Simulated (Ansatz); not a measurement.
Crystal: ZnO.

```
CELL_PARAMETERS angstrom
2.68821 0.00000 0.00000
0.00000 2.68821 0.00000
0.00000 0.00000 2.68821
ATOMIC_POSITIONS crystal
Zn 0.00000 0.00000 0.00000
O 0.50000 0.50000 0.50000
```

The cell was built by a generator and needn't be a form met in nature.

```yaml
Program: Ansatz 0.2.0
Task: relaxation of cell and atoms
Functional: PBEsol0
Potentials_or_basis: Ansatz PAW
Cutoff: "420 eV (not typed: the program's choice for these potentials)"
k_mesh: 5 × 5 × 5
Occupations: fermi-dirac, width 0.05 eV
Spin: no spin polarisation
```

At the start: volume 9.71 Å³/atom.

Q: How do energy, volume and symmetry change on relaxing?

A: It ends after 7 steps and the volume is 8.96 Å³/atom (-7.7 %); space group Pm-3m (No. 221, to 0.05 Å).

Step by step:
```csv
step,energy change (eV),largest force (eV/Å),volume (Å³)
1,0.0000,0.0000,19.43
2,-0.0638,0.0000,18.44
3,-0.0742,0.0000,17.89
4,-0.0740,0.0000,17.96
5,-0.0693,0.0000,17.96
6,-0.0695,0.0000,17.93
7,-0.0695,0.0000,17.93
```

Final structure:
```cif
data_structure
_symmetry_space_group_name_H-M 'P 1'
_symmetry_Int_Tables_number 1
_cell_length_a 2.6173
_cell_length_b 2.6173
_cell_length_c 2.6173
_cell_angle_alpha 90.000
_cell_angle_beta 90.000
_cell_angle_gamma 90.000
_cell_volume 17.93
loop_
_atom_site_label
_atom_site_type_symbol
_atom_site_fract_x
_atom_site_fract_y
_atom_site_fract_z
_atom_site_occupancy
Zn1 Zn 0.00000 0.00000 0.00000 1
O1 O 0.50000 0.50000 0.50000 1
```

Caveat: the k mesh is coarse (spacing up to 0.47 Å⁻¹), so the values aren't converged, least of all with exact exchange; the plane-wave basis is chosen anew once the cell has moved, so the energies of steps on either side of that aren't comparable; the pressure holds a Pulay correction of +0.7 GPa for the finite cutoff; the PAW data sets come from PBE, with cores solved anew for the run's functional, which leaves a small shift of forces and pressure.
